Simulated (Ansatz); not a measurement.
**Li: computed properties**

All numbers below come from DFT PBE, scalar-relativistic, plane waves, PAW (Ansatz 0.2.0).

Settings: cutoff 420 eV, Γ-centred mesh 22×22×22 on the computed 1-atom cell, Gaussian smearing of 0.10 eV; no spin polarisation.

The structure is relaxed at this level of theory with its symmetry kept, and needn't be the ground state of this composition.

```
Li
1.0
     2.64650   -1.53030   -0.06675
     2.64650    1.53030   -0.06675
    -1.69909    0.00000    2.53643
Li
1
Cartesian
  -0.8495 0.0000 1.2682
```

(1) Energy over the standard state (uncorrected)?

(2) Kohn–Sham band gap?

(3) Density of states at the Fermi level?

Results:

(1) -0.002 eV/atom.

(2) none (metal).

(3) 0.5 states/eV per cell.

The cell was reached from a generator's guess, though it ends in a space group that the Crystallography Open Database lists for this formula.
